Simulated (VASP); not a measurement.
# VASP 6.6.1 run: RbBr

INCAR

```
PREC = Accurate
SIGMA = 0.02
NELM = 78
GGA = PE
IBRION = -1
LASPH = .TRUE.
LCHARG = .FALSE.
NELECT = 12
LREAL = .FALSE.
NSW = 0
ENCUT = 520
LWAVE = .FALSE.
ISIF = 2
ISMEAR = -1
EDIFF = 1E-7
NBANDS = 15
```

KPOINTS

```
KPOINTS created by Atomic Simulation Environment
0
Gamma
6 6 6
0 0 0
```

POSCAR

```
Rb Br
 1.0000000000000000
     0.0832328675000000    3.4608260906999999    3.4608260906999999
     3.4608260906999999    0.0832328675000000    3.4608260906999999
     3.5440589581999999    3.5440589581999999    0.0000000000000000
 Rb  Br
   1   1
Cartesian
  0.0000000000000000  0.0000000000000000  0.0000000000000000
  3.5440589581999999  3.5440589581999999  3.4608260907000008
```

The recommended PBE PAW datasets give the neutral cell 16 valence electrons.

Command

```
mpirun -np 1 vasp_std
```

OSZICAR

```
N       E                     dE             d eps       ncg     rms          rms(c)
DAV:   1     0.646233199884E+02    0.64623E+02   -0.47315E+03  1380   0.654E+02
DAV:   2     0.983447838638E+01   -0.54789E+02   -0.52932E+02  1937   0.125E+02
DAV:   3     0.627656752961E+01   -0.35579E+01   -0.35171E+01  1758   0.309E+01
DAV:   4     0.610765269918E+01   -0.16891E+00   -0.16885E+00  2112   0.570E+00
DAV:   5     0.610653982462E+01   -0.11129E-02   -0.11129E-02  1814   0.521E-01    0.929E+00
DAV:   6     0.117362276236E+02    0.56297E+01   -0.90858E+00  1604   0.981E+00    0.476E+00
DAV:   7     0.982159437598E+01   -0.19146E+01   -0.43789E+01  1975   0.788E+00    0.177E+01
DAV:   8     0.123571483244E+02    0.25356E+01   -0.65638E+00  1604   0.324E+00    0.114E+01
DAV:   9     0.125023767138E+02    0.14523E+00   -0.28407E-01  1912   0.116E+00    0.113E+01
DAV:  10     0.127693527250E+02    0.26698E+00   -0.17073E+01  1975   0.683E+00    0.344E+00
DAV:  11     0.127639487136E+02   -0.54040E-02   -0.12813E-01  2154   0.183E+00    0.313E+00
DAV:  12     0.128329257186E+02    0.68977E-01   -0.48216E-02  1674   0.574E-01    0.246E+00
DAV:  13     0.129235812865E+02    0.90656E-01   -0.17531E-01  2315   0.876E-01    0.117E+00
DAV:  14     0.129479429541E+02    0.24362E-01   -0.53972E-02  1408   0.453E-01    0.725E-01
DAV:  15     0.129575894334E+02    0.96465E-02   -0.20192E-02  1996   0.220E-01    0.400E-01
DAV:  16     0.129612656653E+02    0.36762E-02   -0.10253E-02  1905   0.138E-01    0.195E-01
DAV:  17     0.129621256132E+02    0.85995E-03   -0.29349E-03  2005   0.844E-02    0.888E-02
DAV:  18     0.129622077436E+02    0.82130E-04   -0.11683E-04  2101   0.349E-02    0.651E-02
DAV:  19     0.129623026330E+02    0.94889E-04   -0.27097E-04  1968   0.219E-02    0.324E-02
DAV:  20     0.129623302648E+02    0.27632E-04   -0.11955E-04  1940   0.156E-02    0.102E-02
DAV:  21     0.129623335475E+02    0.32827E-05   -0.21912E-05  1961   0.677E-03    0.167E-03
DAV:  22     0.129623335013E+02   -0.46219E-07   -0.43742E-07  1666   0.219E-03
   1 F= 0.12962334E+02 E0= 0.12972107E+02  d E =-.195477E-01
```

It converged. Results: pressure -45.6 GPa.

What is wrong with this input?

Wrong number of electrons. On sound settings PBE gives a gap of 4.24 eV on its mesh and a pressure of 0.6 GPa for the intended cell.
